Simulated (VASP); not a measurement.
Write the native input for VASP 6.6.1 that does the following.

```yaml
Task: single point
Functional: PBEsol
Potentials_or_basis: VASP PAW PBE potentials, release 64 (Ta_pv, C)
Cutoff: 520 eV
k_mesh: 24 × 24 × 24
Occupations: gaussian, width 0.1 eV
Spin: no spin polarisation
Further_INCAR_settings: ALGO = Normal; EDIFF = 1e-06; NBANDS = 14
```

The structure of TaC lies in POSCAR:

```
TaC
1.0
    0.0000000000      2.2213700000      2.2213700000
    2.2213700000      0.0000000000      2.2213700000
    2.2213700000      2.2213700000      0.0000000000
Ta C
1 1
Direct
    1.0000000000      1.0000000000      1.0000000000
    0.5000000000      0.5000000000      0.5000000000
```

The cell is a database's computed one.

One way to write it, as run:

INCAR

```
PREC = Accurate
ENCUT = 520
EDIFF = 1E-6
ISMEAR = 0
SIGMA = 0.1
LREAL = F
LASPH = T
NELM = 80
ALGO = Normal
ISIF = 2
LWAVE = F
LCHARG = F
GGA = PS
NBANDS = 14
```

KPOINTS

```
regular mesh
0
Gamma
  24 24 24
```

Potentials or basis: VASP PAW PBE potentials, release 64 (Ta_pv, C).

Command:

```bash
$ cat potpaw_PBE.64/Ta_pv/POTCAR potpaw_PBE.64/C/POTCAR > POTCAR
$ mpirun -np 1 vasp_std > vasp.out
```

Results of the run:

| Property | Result |
| --- | --- |
| Pressure | 0.2 GPa |
| Band gap on the k mesh | none (metal or under the smearing width) |

Caveat: the PAW data sets were made with another functional, which shifts forces and pressure a little.

Wall time 40 s on 1 thread of Intel(R) Xeon(R) 6975P-C (Granite Rapids) (shared host), peak memory 0.24 GiB.
